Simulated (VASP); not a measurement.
# Ge (P4_32_12) in VASP: further runs

One crystal, Ge, is run at these levels: PBE, PBEsol; tasks: phonons, dielectric tensor.

Everything below comes from runs of VASP 6.6.1. Logs are shortened: lines on timing, memory, paths and dates and some standing lists are left out, and cuts for length are marked.

## Step 1: Starting point

It takes space group P4_32_12 (No. 96, tetragonal). The conventional cell has a = 6.018 Å, b = 6.018 Å, c = 7.145 Å, α = 90.00°, β = 90.00°, γ = 90.00°. Ge (site symmetry 2) is surrounded by 4 Ge at 2.52 to 2.53 Å. Around Ge (site symmetry 1) lie 4 Ge at 2.52 to 2.55 Å.

This isn't the form of Ge at room conditions, which is diamond.

## Step 2: Phonons, PBE

POSCAR

```
Ge
1.0
    6.0182988334      0.0000000000      0.0000000000
   -0.0000000000      6.0182988334      0.0000000000
    0.0000000000      0.0000000000      7.1453119767
  Ge
    12
Direct
     0.0869165022189864    0.0869165022189864    0.0000000000000000
     0.4130834977810136    0.5869165022189865    0.7500000000000000
     0.9130834977810135    0.9130834977810135    0.5000000000000000
     0.5869165022189865    0.4130834977810136    0.2500000000000000
     0.1702228489391370    0.3706081172679299    0.2509779003556603
     0.1293918827320701    0.6702228489391371    0.0009779003556603
     0.8297771510608629    0.6293918827320700    0.7509779003556603
     0.8706081172679300    0.3297771510608630    0.5009779003556603
     0.6702228489391371    0.1293918827320701    0.9990220996443397
     0.6293918827320700    0.8297771510608629    0.2490220996443397
     0.3297771510608630    0.8706081172679300    0.4990220996443397
     0.3706081172679299    0.1702228489391370    0.7490220996443397
```

INCAR.step1

```
SYSTEM = Ge
ALGO = Normal
EDIFF = 1E-8
EDIFFG = -0.002
ENCUT = 600
GGA = PE
IBRION = 2
ISIF = 3
ISMEAR = 0
KPAR = 4
LASPH = .True.
LCHARG = .False.
LREAL = .False.
LWAVE = .False.
NELM = 80
NSW = 40
PREC = Accurate
SIGMA = 0.03
```

INCAR.step2

```
SYSTEM = Ge
ALGO = Normal
EDIFF = 1E-8
ENCUT = 600
GGA = PE
IBRION = 6
ISIF = 2
ISMEAR = 0
KPAR = 4
LASPH = .True.
LCHARG = .False.
LREAL = .False.
LWAVE = .False.
NELM = 80
NFREE = 2
NSW = 1
POTIM = 0.015
PREC = Accurate
SIGMA = 0.03
```

KPOINTS

```
k-points
0
Gamma
  6 6 4
  0 0 0
```

Potentials or basis: VASP PAW PBE potentials, release 64 (Ge_d).

Command:

```bash
cat potpaw_PBE.64/Ge_d/POTCAR > POTCAR
cp INCAR.step1 INCAR
mpirun -np 4 vasp_std > vasp.out
cp CONTCAR POSCAR
cp INCAR.step2 INCAR
mpirun -np 4 vasp_std > vasp.out
```

OUTCAR:

```text
SYSTEM = Ge
   EDIFF = 1E-8
   ENCUT = 600
   GGA = PE
   IBRION = 6
   ISIF = 2
   ISMEAR = 0
   LASPH = .True.
   LREAL = .False.
   NELM = 80
   NFREE = 2
   NSW = 1
   POTIM = 0.015
   PREC = Accurate

 ion  position               nearest neighbor table
   1  0.087  0.087  0.000-   6 2.52   9 2.52   5 2.53  12 2.53
   2  0.413  0.587  0.750-   7 2.52  12 2.52  11 2.53   6 2.53
   3  0.913  0.913  0.500-   8 2.52  11 2.52  10 2.53   7 2.53
   4  0.587  0.413  0.250-  10 2.52   5 2.52   8 2.53   9 2.53
   5  0.170  0.370  0.251-   4 2.52   1 2.53   6 2.55   8 2.55
   6  0.130  0.670  0.001-   1 2.52   2 2.53   5 2.55   7 2.55
   7  0.830  0.630  0.751-   2 2.52   3 2.53   6 2.55   8 2.55
   8  0.870  0.330  0.501-   3 2.52   4 2.53   5 2.55   7 2.55
   9  0.670  0.130  0.999-   1 2.52   4 2.53  10 2.55  12 2.55
  10  0.630  0.830  0.249-   4 2.52   3 2.53   9 2.55  11 2.55
  11  0.330  0.870  0.499-   3 2.52   2 2.53  10 2.55  12 2.55
  12  0.370  0.170  0.749-   2 2.52   1 2.53   9 2.55  11 2.55

  LATTYP: Found a simple tetragonal cell.
 ALAT       =     6.0175132118
 C/A-ratio  =     1.1866309526

  Lattice vectors:

 A1 = (   6.0175132118,   0.0000000000,   0.0000000000)
 A2 = (   0.0000000000,   6.0175132118,   0.0000000000)
 A3 = (   0.0000000000,   0.0000000000,   7.1405674348)

Analysis of symmetry for initial positions (statically):
=====================================================================
 Subroutine PRICEL returns:
 Original cell was already a primitive cell.

 Routine SETGRP: Setting up the symmetry group for a
 simple tetragonal supercell.

 Subroutine GETGRP returns: Found  8 space group operations
 (whereof  2 operations were pure point group operations)
 out of a pool of 16 trial point group operations.

The static configuration has the point symmetry C_2 .
 The point group associated with its full space group is D_4 .

Analysis of symmetry for dynamics (positions and initial velocities):
=====================================================================
 Subroutine PRICEL returns:
 Original cell was already a primitive cell.

 Routine SETGRP: Setting up the symmetry group for a
 simple tetragonal supercell.

 Subroutine GETGRP returns: Found  8 space group operations
 (whereof  2 operations were pure point group operations)
 out of a pool of 16 trial point group operations.

The dynamic configuration has the point symmetry C_2 .
 The point group associated with its full space group is D_4 .

 Subroutine INISYM returns: Found  8 space group operations
 (whereof  2 operations are pure point group operations),
 and found     1 'primitive' translations

----------------------------------------------------------------------------------------

                                     Primitive cell

  volume of cell :     258.5633

  direct lattice vectors                    reciprocal lattice vectors
     6.017513212  0.000000000  0.000000000     0.166181604  0.000000000  0.000000000
     0.000000000  6.017513212  0.000000000     0.000000000  0.166181604  0.000000000
     0.000000000  0.000000000  7.140567435     0.000000000  0.000000000  0.140044893

  length of vectors
     6.017513212  6.017513212  7.140567435     0.166181604  0.166181604  0.140044893

  position of ions in fractional coordinates (direct lattice)
     0.087001592  0.087001592  0.000000000
     0.412998408  0.587001592  0.750000000
     0.912998408  0.912998408  0.500000000
     0.587001592  0.412998408  0.250000000
     0.170272957  0.370299839  0.251453888
     0.129700161  0.670272957  0.001453888
     0.829727043  0.629700161  0.751453888
     0.870299839  0.329727043  0.501453888
     0.670272957  0.129700161  0.998546112
     0.629700161  0.829727043  0.248546112
     0.329727043  0.870299839  0.498546112
     0.370299839  0.170272957  0.748546112

  ion indices of the primitive-cell ions
   primitive index   ion index
                 1           1
                 2           2
                 3           3
                 4           4
                 5           5
                 6           6
                 7           7
                 8           8
[... 72 lines left out ...]
   LSORBIT =      F    spin-orbit coupling
   LASPH  =      T    aspherical Exc in radial PAW
   ENCUT  =  600.0 eV  44.10 Ry    6.64 a.u.  12.02 12.02 14.26*2*pi/ulx,y,z
   NELM   =     80;   NELMIN=  2; NELMDL=  0     # of ELM steps
   EDIFF  = 0.1E-07   stopping-criterion for ELM
   LREAL  =      F    real-space projection
   EDIFFG = 0.1E-06   stopping-criterion for IOM
   NSW    =    181    number of steps for IOM
   IBRION =      6    ionic relax: 0-MD 1-quasi-New 2-CG
   NFREE  =      2    steps in history (QN), initial steepest desc. (CG)
   ISIF   =      2    stress and relaxation
   ISYM   =      2    0-nonsym 1-usesym 2-fastsym
   POTIM  = 0.0150    time-step for ionic-motion
   TEBEG  =    0.0;   TEEND  =   0.0 temperature during run
   PSTRESS=    0.0 pullay stress
   NELECT =     168.0000    total number of electrons
   NUPDOWN=      -1.0000    fix difference up-down
   EMIN   =  10.00;   EMAX   =-10.00  energy-range for DOS
   EFERMI =   0.00;   METHOD = LEGACY
   ISMEAR =     0;   SIGMA  =   0.03  broadening in eV -4-tet -1-fermi 0-gaus
   EFERMI_NEDOS =   21; number of points for ismear=-14 and -15
   IALGO  =     38    algorithm
   IMIX   =      4    mixing-type and parameters
     AMIX     =   0.40;   BMIX     =  1.00
     AMIX_MAG =   1.60;   BMIX_MAG =  1.00
  volume/ion in A,a.u.               =      21.55       145.41
  Fermi-wavevector in a.u.,A,eV,Ry     =   1.417933  2.679504 27.354968  2.010533
  Thomas-Fermi vector in A             =   2.539111
   LORBIT       =      0    0 simple, 1 ext, 2 COOP (PROOUT), +10 PAW based schemes
   GGA     = PE    functional components
   LHFCALC =     F    Hartree Fock is set to
   AEXX    =    0.0000 exact exchange contribution
   IVDW    =     0    specifies the selected vdW correction
   LEPSILON=     F    determine dielectric tensor
   LRPA    =     F    only Hartree local field effects (RPA)
 finite differences with symmetry
 non-spin polarized calculation
 Gauss-broadening in eV      SIGMA  =   0.03
  energy-cutoff  :      600.00
  volume of cell :      258.56
 maximum number of plane-waves:      8688
   NGX = 25   NGY = 25   NGZ = 29

--------------------------------------- Ionic step        1  -------------------------------------------

 number of electron     168.0000091 magnetization

 Free energy of the ion-electron system (eV)
  ---------------------------------------------------
  ext. energy  EPLUGINS =         0.00000000
  ---------------------------------------------------
  free energy    TOTEN  =       -52.50377949 eV

  energy without entropy =      -52.50377949  energy(sigma->0) =      -52.50377949

------------------------ aborting loop because EDIFF is reached ----------------------------------------

  FORCE on cell =-STRESS in cart. coord.  units (eV):
  Direction    XX          YY          ZZ          XY          YZ          ZX
  --------------------------------------------------------------------------------------
  -------------------------------------------------------------------------------------
  Total        0.0016078      0.0016078     -0.0034874      0.0000000      0.0000000      0.0000000
  in kB        0.0099628      0.0099628     -0.0216095      0.0000000      0.0000000      0.0000000
  external PRESSURE =      -0.0005613 kB  Pullay stress =       0.0000000 kB
[... 119 lines left out ...]
  FREE ENERGIE OF THE ION-ELECTRON SYSTEM (eV)
  ---------------------------------------------------
  free  energy   TOTEN  =       -52.5027407070 eV

  energy  without entropy=      -52.5027407070  energy(sigma->0) =      -52.50274071

[... ionic steps 4 to 8 ...]

--------------------------------------- Ionic step        9  -------------------------------------------

 number of electron     168.0000088 magnetization

------------------------ aborting loop because EDIFF is reached ----------------------------------------
[... 87 lines left out ...]
--------------------------------------- Ionic step       11  -------------------------------------------

 number of electron     168.0000090 magnetization

 Free energy of the ion-electron system (eV)
  ---------------------------------------------------
  ext. energy  EPLUGINS =         0.00000000
  ---------------------------------------------------
  free energy    TOTEN  =       -52.50278902 eV

  energy without entropy =      -52.50278902  energy(sigma->0) =      -52.50278902

 E-fermi :   5.0194     XC(G=0): -10.3852

 val. band max:        4.8335825655   @ k =   0.3333   0.3333   0.0000
 cond. band min:       5.1743687711   @ k =  -0.3333   0.3333   0.0000
 fundamental gap:      0.3407862056
 Fermi energy:         5.0194065719

 k-point     1 :       0.0000    0.0000    0.0000
  band No.  band energies     occupation
      1     -19.4865      2.00000
      2     -19.4643      2.00000
      3     -19.4628      2.00000
      4     -19.4494      2.00000
      5     -19.4488      2.00000
      6     -19.4479      2.00000
[... 2365 lines left out ...]
     95       9.1846      0.00000
     96       9.1912      0.00000

 [... further k-points ...]

 [bands above 96 left out]

------------------------ aborting loop because EDIFF is reached ----------------------------------------

  FORCE on cell =-STRESS in cart. coord.  units (eV):
  Direction    XX          YY          ZZ          XY          YZ          ZX
  --------------------------------------------------------------------------------------
  -------------------------------------------------------------------------------------
  Total       -0.0430411      0.0773474      0.0791116     -0.0035947      0.0192540      0.0695261
  in kB       -0.2667027      0.4792804      0.4902117     -0.0222744      0.1193069      0.4308158
  external PRESSURE =       0.2342631 kB  Pullay stress =       0.0000000 kB
[... 27 lines left out ...]
  FREE ENERGIE OF THE ION-ELECTRON SYSTEM (eV)
  ---------------------------------------------------
  free  energy   TOTEN  =       -52.5027890205 eV

  energy  without entropy=      -52.5027890205  energy(sigma->0) =      -52.50278902

 INTERNAL STRAIN TENSORS FROM DISPLACED ATOMS
 ============================================

 INTERNAL STRAIN TENSOR FOR ION    1 for displacements in x,y,z  (eV/Angst):
          X           Y           Z          XY          YZ          ZX
  --------------------------------------------------------------------------------
  x    -5.31374     2.06305     4.46693     2.91899     0.02236    -2.97891
  y     2.06305    -5.31374     4.46693     2.91898     2.97891    -0.02235
  z    -2.18373     2.18373    -0.00000    -0.00000     4.11000     4.10999
[... 8 lines left out ...]
 INTERNAL STRAIN TENSOR FOR ION   12 for displacements in x,y,z  (eV/Angst):
          X           Y           Z          XY          YZ          ZX
  --------------------------------------------------------------------------------
  x    -0.08869     1.11419    -1.94517    -1.23025     0.07113     6.06227
  y    -0.68932     5.17368    -3.95195     0.65703    -0.33240     0.09668
  z     4.64737    -3.27484     5.17559    -0.25344    -4.67958    -1.29237

 Eigenvectors and eigenvalues of the dynamical matrix
   1 f  =    8.004929 THz    50.296451 2PiTHz  267.015686 cm-1    33.105711 meV
   2 f  =    7.690944 THz    48.323626 2PiTHz  256.542278 cm-1    31.807174 meV
   3 f  =    7.639412 THz    47.999842 2PiTHz  254.823359 cm-1    31.594056 meV
   4 f  =    7.639412 THz    47.999842 2PiTHz  254.823359 cm-1    31.594056 meV
   5 f  =    7.545737 THz    47.411264 2PiTHz  251.698692 cm-1    31.206646 meV
   6 f  =    7.518539 THz    47.240371 2PiTHz  250.791452 cm-1    31.094163 meV
[... 25 lines left out ...]
  32 f  =    2.096707 THz    13.173998 2PiTHz   69.938615 cm-1     8.671279 meV
  33 f  =    1.534285 THz     9.640194 2PiTHz   51.178222 cm-1     6.345288 meV
  34 f/i=    0.003620 THz     0.022747 2PiTHz    0.120758 cm-1     0.014972 meV
  35 f/i=    0.003620 THz     0.022747 2PiTHz    0.120758 cm-1     0.014972 meV
  36 f/i=    0.006526 THz     0.041007 2PiTHz    0.217697 cm-1     0.026991 meV

 ELASTIC MODULI CONTR FROM IONIC RELAXATION (kBar)
 Direction    XX          YY          ZZ          XY          YZ          ZX
 --------------------------------------------------------------------------------
 XX        -254.2752    151.8358    -26.9534      0.0000     -0.0000      0.0000
 YY         151.8358   -254.2752    -26.9534      0.0000      0.0000     -0.0000
 ZZ         -26.9534    -26.9534   -460.7879     -0.0000     -0.0000     -0.0000
 XY           0.0000      0.0000     -0.0000    -52.5657      0.0000     -0.0000
 YZ           0.0000     -0.0000     -0.0000      0.0000   -207.4390     -0.0000
 ZX           0.0000     -0.0000     -0.0000      0.0000     -0.0000   -207.4388
 --------------------------------------------------------------------------------
```

Wall time 2.4 h (4 MPI ranks of AMD EPYC 7R43 (Zen 3), shared host); peak memory 2.4 GiB.

What came out:

* Relaxed volume: 21.55 Å³/atom
* Relaxed cell: a = 6.018 Å, b = 6.018 Å, c = 7.141 Å, α = 90.00°, β = 90.00°, γ = 90.00°
* Space group after relaxing (to 0.05 Å): P4_32_12 (No. 96)
* Highest phonon frequency at Γ: 267 cm⁻¹

Final structure:
```
Ge
1.0
     6.01751    0.00000    0.00000
     0.00000    6.01751    0.00000
     0.00000    0.00000    7.14057
Ge
12
Direct
  0.08700 0.08700 0.00000
  0.41300 0.58700 0.75000
  0.91300 0.91300 0.50000
  0.58700 0.41300 0.25000
  0.17027 0.37030 0.25145
  0.12970 0.67027 0.00145
  0.82973 0.62970 0.75145
  0.87030 0.32973 0.50145
  0.67027 0.12970 0.99855
  0.62970 0.82973 0.24855
  0.32973 0.87030 0.49855
  0.37030 0.17027 0.74855
```

Phonon frequencies in cm⁻¹ (negative: imaginary):
| q point | frequencies |
| --- | --- |
| (0.000, 0.000, 0.000) | 0 0 0 51 70 70 74 74 77 78 79 82 90 123 138 138 169 169 176 176 194 197 205 205 209 212 228 228 249 249 251 252 255 255 257 267 |

[end of part 1 of 2]
